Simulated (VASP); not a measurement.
# PbSe (Pm-3m) in VASP: notebook

The runs below take PbSe through single point, with BLYP, LDA.

Program: VASP 6.6.1. These are calculated values, not measurements. Logs are shortened: lines on timing, memory, paths and dates and some standing lists are left out, and cuts for length are marked.

## (1) The structure

It takes space group Pm-3m (No. 221, cubic). The conventional cell has a = 3.784 Å, b = 3.784 Å, c = 3.784 Å, α = 90.00°, β = 90.00°, γ = 90.00°. Pb (site symmetry m-3m) has 8 Se at 3.28 Å as nearest neighbours. Se (site symmetry m-3m) has 8 Pb at 3.28 Å as nearest neighbours.

Measurements of this composition are mostly on another form, of space group No. 225.

## (2) Single point, BLYP

The input, INCAR:

```
  PREC = Accurate
  ENCUT = 520
  EDIFF = 1E-6
  ISMEAR = 0
  SIGMA = 0.01
  LREAL = False
  LASPH = True
  NELM = 100
  ALGO = Normal
  ISIF = 2
  LWAVE = False
  LCHARG = False
  GGA = B5
  ALDAX = 1.0
  AGGAX = 1.0
  AGGAC = 1.0
  ALDAC = 0.0
  NBANDS = 17
```

The input, KPOINTS:

```
Automatic mesh
0
Gamma
  5 5 5
```

The input, POSCAR:

```
PbSe
1.0
    3.7843220000      0.0000000000      0.0000000000
    0.0000000000      3.7843220000      0.0000000000
    0.0000000000      0.0000000000      3.7843220000
Pb Se
1 1
Direct
    0.0000000000      0.0000000000      0.0000000000
    0.5000000000      0.5000000000      0.5000000000
```

Potentials or basis: VASP PAW PBE potentials, release 64 (Pb_d, Se).

Started as:

```console
> cat potpaw_PBE.64/Pb_d/POTCAR potpaw_PBE.64/Se/POTCAR > POTCAR
> mpirun -np 1 vasp_std > vasp.out
```

OUTCAR:

```text
PREC = Accurate
   ENCUT = 520
   EDIFF = 1E-6
   ISMEAR = 0
   LREAL = False
   LASPH = True
   NELM = 100
   ISIF = 2
   GGA = B5

 ion  position               nearest neighbor table
   1  0.000  0.000  0.000-   2 3.28   2 3.28   2 3.28   2 3.28   2 3.28   2 3.28   2 3.28   2 3.28

   2  0.500  0.500  0.500-   1 3.28   1 3.28   1 3.28   1 3.28   1 3.28   1 3.28   1 3.28   1 3.28

  LATTYP: Found a simple cubic cell.
 ALAT       =     3.7843220000

  Lattice vectors:

 A1 = (   3.7843220000,   0.0000000000,   0.0000000000)
 A2 = (   0.0000000000,   3.7843220000,   0.0000000000)
 A3 = (   0.0000000000,   0.0000000000,   3.7843220000)

Analysis of symmetry for initial positions (statically):
=====================================================================
 Subroutine PRICEL returns:
 Original cell was already a primitive cell.

 Routine SETGRP: Setting up the symmetry group for a
 simple cubic supercell.

 Subroutine GETGRP returns: Found 48 space group operations
 (whereof 48 operations were pure point group operations)
 out of a pool of 48 trial point group operations.

The static configuration has the point symmetry O_h .

Analysis of symmetry for dynamics (positions and initial velocities):
=====================================================================
 Subroutine PRICEL returns:
 Original cell was already a primitive cell.

 Routine SETGRP: Setting up the symmetry group for a
 simple cubic supercell.

 Subroutine GETGRP returns: Found 48 space group operations
 (whereof 48 operations were pure point group operations)
 out of a pool of 48 trial point group operations.

The dynamic configuration has the point symmetry O_h .

 Subroutine INISYM returns: Found 48 space group operations
 (whereof 48 operations are pure point group operations),
 and found     1 'primitive' translations

----------------------------------------------------------------------------------------

                                     Primitive cell

  volume of cell :      54.1956

  direct lattice vectors                    reciprocal lattice vectors
     3.784322000  0.000000000  0.000000000     0.264248127  0.000000000  0.000000000
     0.000000000  3.784322000  0.000000000     0.000000000  0.264248127  0.000000000
     0.000000000  0.000000000  3.784322000     0.000000000  0.000000000  0.264248127

  length of vectors
     3.784322000  3.784322000  3.784322000     0.264248127  0.264248127  0.264248127

  position of ions in fractional coordinates (direct lattice)
     0.000000000  0.000000000  0.000000000
     0.500000000  0.500000000  0.500000000

  ion indices of the primitive-cell ions
   primitive index   ion index
                 1           1
                 2           2

----------------------------------------------------------------------------------------

 KPOINTS: Automatic mesh

Automatic generation of k-mesh.
 Grid dimensions read from file:
 generate k-points for:    5    5    5

 Generating k-lattice:

  Cartesian coordinates                     Fractional coordinates (reciprocal lattice)
     0.052849625  0.000000000  0.000000000     0.200000000  0.000000000  0.000000000
     0.000000000  0.052849625  0.000000000     0.000000000  0.200000000  0.000000000
     0.000000000  0.000000000  0.052849625     0.000000000  0.000000000  0.200000000

  Length of vectors
     0.052849625  0.052849625  0.052849625

  Shift w.r.t. Gamma in fractional coordinates (k-lattice)
     0.000000000  0.000000000  0.000000000

 Subroutine IBZKPT returns following result:
 ===========================================

 Found     10 irreducible k-points:

 Following reciprocal coordinates:
            Coordinates               Weight
  0.000000  0.000000  0.000000      1.000000
  0.200000  0.000000  0.000000      6.000000
  0.400000  0.000000  0.000000      6.000000
  0.200000  0.200000  0.000000     12.000000
  0.400000  0.200000  0.000000     24.000000
  0.400000  0.400000  0.000000     12.000000
  0.200000  0.200000  0.200000      8.000000
  0.400000  0.200000  0.200000     24.000000
  0.400000  0.400000  0.200000     24.000000
  0.400000  0.400000  0.400000      8.000000
   k-points           NKPTS =     10   k-points in BZ     NKDIM =     10   number of bands    NBANDS=     17
   number of dos      NEDOS =    301   number of ions     NIONS =      2
   total plane-waves  NPLWV =  21952
   dimension x,y,z NGX =    28 NGY =   28 NGZ =   28
   dimension x,y,z NGXF=    56 NGYF=   56 NGZF=   56
   ions per type =               1   1
   NGX,Y,Z   is equivalent  to a cutoff of  12.30, 12.30, 12.30 a.u.
   NGXF,Y,Z  is equivalent  to a cutoff of  24.60, 24.60, 24.60 a.u.
 SYSTEM =  unknown system
   PREC   = accura    normal or accurate (medium, high low for compatibility)
   ISTART =      0    job   : 0-new  1-cont  2-samecut
   ICHARG =      2    charge: 1-file 2-atom 10-const
   ISPIN  =      1    spin polarized calculation?
   LNONCOLLINEAR =      F non collinear calculations
   LSORBIT =      F    spin-orbit coupling
   LASPH  =      T    aspherical Exc in radial PAW
   ENCUT  =  520.0 eV  38.22 Ry    6.18 a.u.   7.04  7.04  7.04*2*pi/ulx,y,z
   NELM   =    100;   NELMIN=  2; NELMDL= -5     # of ELM steps
   EDIFF  = 0.1E-05   stopping-criterion for ELM
   LREAL  =      F    real-space projection
   EDIFFG = 0.1E-04   stopping-criterion for IOM
   NSW    =      0    number of steps for IOM
   IBRION =     -1    ionic relax: 0-MD 1-quasi-New 2-CG
   NFREE  =      0    steps in history (QN), initial steepest desc. (CG)
   ISIF   =      2    stress and relaxation
   ISYM   =      2    0-nonsym 1-usesym 2-fastsym
   POTIM  = 0.5000    time-step for ionic-motion
   TEBEG  =    0.0;   TEEND  =   0.0 temperature during run
   PSTRESS=    0.0 pullay stress
   NELECT =      20.0000    total number of electrons
   NUPDOWN=      -1.0000    fix difference up-down
   EMIN   =  10.00;   EMAX   =-10.00  energy-range for DOS
   EFERMI =   0.00;   METHOD = LEGACY
   ISMEAR =     0;   SIGMA  =   0.01  broadening in eV -4-tet -1-fermi 0-gaus
   EFERMI_NEDOS =   21; number of points for ismear=-14 and -15
   IALGO  =     38    algorithm
   IMIX   =      4    mixing-type and parameters
     AMIX     =   0.40;   BMIX     =  1.00
     AMIX_MAG =   1.60;   BMIX_MAG =  1.00
  volume/ion in A,a.u.               =      27.10       182.87
  Fermi-wavevector in a.u.,A,eV,Ry     =   1.174258  2.219025 18.760817  1.378881
  Thomas-Fermi vector in A             =   2.310658
   LORBIT       =      0    0 simple, 1 ext, 2 COOP (PROOUT), +10 PAW based schemes
   GGA     = B5    functional components
   LHFCALC =     F    Hartree Fock is set to
   AEXX    =    0.0000 exact exchange contribution
   IVDW    =     0    specifies the selected vdW correction
   LEPSILON=     F    determine dielectric tensor
   LRPA    =     F    only Hartree local field effects (RPA)
 non-spin polarized calculation
 Gauss-broadening in eV      SIGMA  =   0.01
  energy-cutoff  :      520.00
  volume of cell :       54.20
 maximum number of plane-waves:      1472
   NGX = 15   NGY = 15   NGZ = 15

 number of electron      20.0000009 magnetization

 Free energy of the ion-electron system (eV)
  ---------------------------------------------------
  ext. energy  EPLUGINS =         0.00000000
  ---------------------------------------------------
  free energy    TOTEN  =        -6.44987018 eV

  energy without entropy =       -6.44987018  energy(sigma->0) =       -6.44987018

 E-fermi :   5.8326     XC(G=0):  -9.3525

 val. band max:        5.7492945158   @ k =   0.4000   0.4000   0.0000
 cond. band min:       6.0491797397   @ k =   0.4000   0.4000   0.4000
 fundamental gap:      0.2998852239
 Fermi energy:         5.8326275453

 k-point     1 :       0.0000    0.0000    0.0000
  band No.  band energies     occupation
      1     -11.2393      2.00000
      2     -11.2393      2.00000
      3     -11.0915      2.00000
      4     -11.0915      2.00000
      5     -11.0915      2.00000
      6      -7.3635      2.00000
[... 9 lines left out ...]
     16      17.3734      0.00000
     17      18.6691      0.00000

 k-point     2 :       0.2000    0.0000    0.0000
  band No.  band energies     occupation
      1     -11.2371      2.00000
      2     -11.1997      2.00000
      3     -11.1060      2.00000
      4     -11.1060      2.00000
      5     -11.0903      2.00000
      6      -7.0792      2.00000
[... 9 lines left out ...]
     16      17.1944      0.00000
     17      18.1082      0.00000

 k-point     3 :       0.4000    0.0000    0.0000
  band No.  band energies     occupation
      1     -11.2335      2.00000
      2     -11.1361      2.00000
      3     -11.1292      2.00000
      4     -11.1292      2.00000
      5     -11.0882      2.00000
      6      -6.4506      2.00000
[... 9 lines left out ...]
     16      17.4204      0.00000
     17      18.8177      0.00000

 k-point     4 :       0.2000    0.2000    0.0000
  band No.  band energies     occupation
      1     -11.2168      2.00000
      2     -11.1775      2.00000
      3     -11.1261      2.00000
      4     -11.1052      2.00000
      5     -11.1031      2.00000
      6      -6.8082      2.00000
[... 9 lines left out ...]
     16      15.8780      0.00000
     17      16.5431      0.00000

 k-point     5 :       0.4000    0.2000    0.0000
  band No.  band energies     occupation
      1     -11.2075      2.00000
      2     -11.1580      2.00000
      3     -11.1265      2.00000
      4     -11.1182      2.00000
      5     -11.1012      2.00000
      6      -6.2341      2.00000
[... 9 lines left out ...]
     16      16.5130      0.00000
     17      17.4481      0.00000

 k-point     6 :       0.4000    0.4000    0.0000
  band No.  band energies     occupation
      1     -11.2030      2.00000
      2     -11.1827      2.00000
      3     -11.1225      2.00000
      4     -11.1217      2.00000
      5     -11.0718      2.00000
      6      -5.8280      2.00000
[... 9 lines left out ...]
     16      15.2895      0.00000
     17      16.0588      0.00000

 k-point     7 :       0.2000    0.2000    0.2000
  band No.  band energies     occupation
      1     -11.1757      2.00000
      2     -11.1757      2.00000
      3     -11.1295      2.00000
      4     -11.1190      2.00000
      5     -11.1190      2.00000
      6      -6.5593      2.00000
[... 9 lines left out ...]
     16      17.4097      0.00000
     17      17.5401      0.00000

 k-point     8 :       0.4000    0.2000    0.2000
  band No.  band energies     occupation
      1     -11.1726      2.00000
      2     -11.1589      2.00000
      3     -11.1447      2.00000
      4     -11.1173      2.00000
      5     -11.1084      2.00000
      6      -6.0536      2.00000
[... 9 lines left out ...]
     16      15.7838      0.00000
     17      17.8393      0.00000

 k-point     9 :       0.4000    0.4000    0.2000
  band No.  band energies     occupation
      1     -11.1922      2.00000
      2     -11.1427      2.00000
      3     -11.1405      2.00000
      4     -11.1390      2.00000
      5     -11.0707      2.00000
      6      -5.7234      2.00000
[... 9 lines left out ...]
     16      16.8622      0.00000
     17      18.5883      0.00000

 k-point    10 :       0.4000    0.4000    0.4000
  band No.  band energies     occupation
      1     -11.1781      2.00000
      2     -11.1704      2.00000
      3     -11.1704      2.00000
      4     -11.0691      2.00000
      5     -11.0691      2.00000
      6      -5.5406      2.00000
[... 9 lines left out ...]
     16      18.4823      0.00000
     17      22.1097      0.00000

------------------------ aborting loop because EDIFF is reached ----------------------------------------

  FORCE on cell =-STRESS in cart. coord.  units (eV):
  Direction    XX          YY          ZZ          XY          YZ          ZX
  --------------------------------------------------------------------------------------
  -------------------------------------------------------------------------------------
  Total        1.4821716      1.4821716      1.4821716      0.0000000      0.0000000     -0.0000000
  in kB       43.8172191     43.8172191     43.8172191      0.0000000      0.0000000     -0.0000000
  external PRESSURE =      43.8172191 kB  Pullay stress =       0.0000000 kB

 VOLUME and BASIS-vectors are now :
 -----------------------------------------------------------------------------
  energy-cutoff  :      520.00
  volume of cell :       54.20
      direct lattice vectors                 reciprocal lattice vectors
     3.784322000  0.000000000  0.000000000     0.264248127  0.000000000  0.000000000
     0.000000000  3.784322000  0.000000000     0.000000000  0.264248127  0.000000000
     0.000000000  0.000000000  3.784322000     0.000000000  0.000000000  0.264248127

 POSITION                                       TOTAL-FORCE (eV/Angst)
 -----------------------------------------------------------------------------------
      0.00000      0.00000      0.00000         0.000000      0.000000      0.000000
      1.89216      1.89216      1.89216         0.000000      0.000000      0.000000
 -----------------------------------------------------------------------------------
    total drift:                               -0.000000      0.000000      0.000000

  FREE ENERGIE OF THE ION-ELECTRON SYSTEM (eV)
  ---------------------------------------------------
  free  energy   TOTEN  =        -6.4498701793 eV

  energy  without entropy=       -6.4498701793  energy(sigma->0) =       -6.44987018
```

It took 12 s on 1 thread of Intel Xeon Platinum 8488C (Sapphire Rapids), shared host; peak memory 0.15 GiB.

What came out:

- Free energy: -6.4499 eV
- Pressure: 4.4 GPa
- Band gap on the k mesh: 0.30 eV, indirect (least direct gap 1.41 eV)

Levels at points of the mesh, in eV from the valence-band top:
| k point | band 6 | band 7 | band 8 | band 9 | band 10 | band 11 | band 12 | band 13 | band 14 | band 15 |
| --- | --- | --- | --- | --- | --- | --- | --- | --- | --- | --- |
| (0.00, 0.00, 0.00) | -13.11 | -7.15 | -1.41 | -1.41 | -1.41 | 5.51 | 5.51 | 5.95 | 5.95 | 5.95 |

Caveat: the PAW data sets were made with another functional, which shifts forces and pressure a little; spin-orbit coupling is left out, which as a rule narrows the gap of such compounds by several tenths of an eV; an odd mesh through Γ misses points on the zone boundary, where band edges often lie.

## (3) Single point, LDA

The input, INCAR:

```
PREC     = Accurate       # precision mode
ENCUT    = 520            # plane-wave cutoff, eV
EDIFF    = 1E-6           # SCF threshold, eV
ISMEAR   = 0              # smearing method
SIGMA    = 0.01           # smearing width, eV
LREAL    = False          # projectors in reciprocal space
LASPH    = True           # aspherical terms in the spheres
NELM     = 100            # most SCF steps
ALGO     = Fast           # electronic algorithm
ISIF     = 2              # what is computed and relaxed
LWAVE    = False          # write WAVECAR
LCHARG   = False          # write CHGCAR
NBANDS   = 17             # bands
```

KPOINTS is that of step 2.

POSCAR is that of step 2.

Potentials or basis: VASP PAW LDA potentials, release 64 (Pb_d, Se).

Started as:

```console
> cat potpaw_LDA.64/Pb_d/POTCAR potpaw_LDA.64/Se/POTCAR > POTCAR
> mpirun -np 1 vasp_std > vasp.out
```

OUTCAR:

```text
PREC = Accurate
   ENCUT = 520
   EDIFF = 1E-6
   ISMEAR = 0
   LREAL = False
   LASPH = True
   NELM = 100
   ISIF = 2

 ion  position               nearest neighbor table
   1  0.000  0.000  0.000-   2 3.28   2 3.28   2 3.28   2 3.28   2 3.28   2 3.28   2 3.28   2 3.28

   2  0.500  0.500  0.500-   1 3.28   1 3.28   1 3.28   1 3.28   1 3.28   1 3.28   1 3.28   1 3.28

  LATTYP: Found a simple cubic cell.
 ALAT       =     3.7843220000

  Lattice vectors:

 A1 = (   3.7843220000,   0.0000000000,   0.0000000000)
 A2 = (   0.0000000000,   3.7843220000,   0.0000000000)
 A3 = (   0.0000000000,   0.0000000000,   3.7843220000)

Analysis of symmetry for initial positions (statically):
=====================================================================
 Subroutine PRICEL returns:
 Original cell was already a primitive cell.

 Routine SETGRP: Setting up the symmetry group for a
 simple cubic supercell.

 Subroutine GETGRP returns: Found 48 space group operations
 (whereof 48 operations were pure point group operations)
 out of a pool of 48 trial point group operations.

The static configuration has the point symmetry O_h .

[... 145 lines left out ...]
  energy without entropy =       -8.94939420  energy(sigma->0) =       -8.94939420

 E-fermi :   5.2591     XC(G=0): -10.2312

 val. band max:        5.1875267114   @ k =   0.4000   0.4000   0.0000
 cond. band min:       5.3202744303   @ k =   0.4000   0.4000   0.4000
 fundamental gap:      0.1327477189
 Fermi energy:         5.2591081921

 k-point     1 :       0.0000    0.0000    0.0000
  band No.  band energies     occupation
      1     -11.7254      2.00000
      2     -11.7254      2.00000
      3     -11.5749      2.00000
      4     -11.5749      2.00000
      5     -11.5749      2.00000
      6      -7.9847      2.00000
[... 177 lines left out ...]
      4     -11.5500      2.00000
      5     -11.5500      2.00000
      6      -6.1175      2.00000
[... 9 lines left out ...]
     16      17.6189      0.00000
     17      21.6321      0.00000

------------------------ aborting loop because EDIFF is reached ----------------------------------------

  FORCE on cell =-STRESS in cart. coord.  units (eV):
  Direction    XX          YY          ZZ          XY          YZ          ZX
  --------------------------------------------------------------------------------------
  -------------------------------------------------------------------------------------
  Total       -1.4172946     -1.4172946     -1.4172946      0.0000000      0.0000000      0.0000000
  in kB      -41.8992702    -41.8992702    -41.8992702      0.0000000      0.0000000      0.0000000
  external PRESSURE =     -41.8992702 kB  Pullay stress =       0.0000000 kB

 VOLUME and BASIS-vectors are now :
 -----------------------------------------------------------------------------
  energy-cutoff  :      520.00
  volume of cell :       54.20
      direct lattice vectors                 reciprocal lattice vectors
     3.784322000  0.000000000  0.000000000     0.264248127  0.000000000  0.000000000
     0.000000000  3.784322000  0.000000000     0.000000000  0.264248127  0.000000000
     0.000000000  0.000000000  3.784322000     0.000000000  0.000000000  0.264248127

 POSITION                                       TOTAL-FORCE (eV/Angst)
 -----------------------------------------------------------------------------------
      0.00000      0.00000      0.00000         0.000000      0.000000      0.000000
      1.89216      1.89216      1.89216         0.000000      0.000000      0.000000
 -----------------------------------------------------------------------------------
    total drift:                               -0.000000      0.000000      0.000000

  FREE ENERGIE OF THE ION-ELECTRON SYSTEM (eV)
  ---------------------------------------------------
  free  energy   TOTEN  =        -8.9493942007 eV

  energy  without entropy=       -8.9493942007  energy(sigma->0) =       -8.94939420
```

stdout:

```text
POSCAR found type information on POSCAR PbSe
 POSCAR found :  2 types and       2 ions
 scaLAPACK will be used
 LDA part: xc-table for (Slater(with rela. corr.)+CA(PZ))
 , standard interpolation
 POSCAR, INCAR and KPOINTS ok, starting setup
 FFT: planning ... GRIDC
 FFT: planning ... GRID_SOFT
 FFT: planning ... GRID
 WAVECAR not read
 entering main loop
```

Wall time 5.1 s (1 thread of Intel Xeon Platinum 8488C (Sapphire Rapids), shared host); peak memory 0.13 GiB.

What came out:

| Item | Value |
| --- | --- |
| Free energy | -8.9494 eV |
| Pressure | -4.2 GPa |
| Band gap on the k mesh | 0.13 eV, indirect (least direct gap 1.30 eV) |

Levels at points of the mesh, in eV from the valence-band top:
```tsv
k point	band 6	band 7	band 8	band 9	band 10	band 11	band 12	band 13	band 14	band 15
(0.00, 0.00, 0.00)	-13.17	-7.13	-1.45	-1.45	-1.45	5.11	5.11	5.96	5.96	5.96
```

Caveat: spin-orbit coupling is left out, which as a rule narrows the gap of such compounds by several tenths of an eV; an odd mesh through Γ misses points on the zone boundary, where band edges often lie.
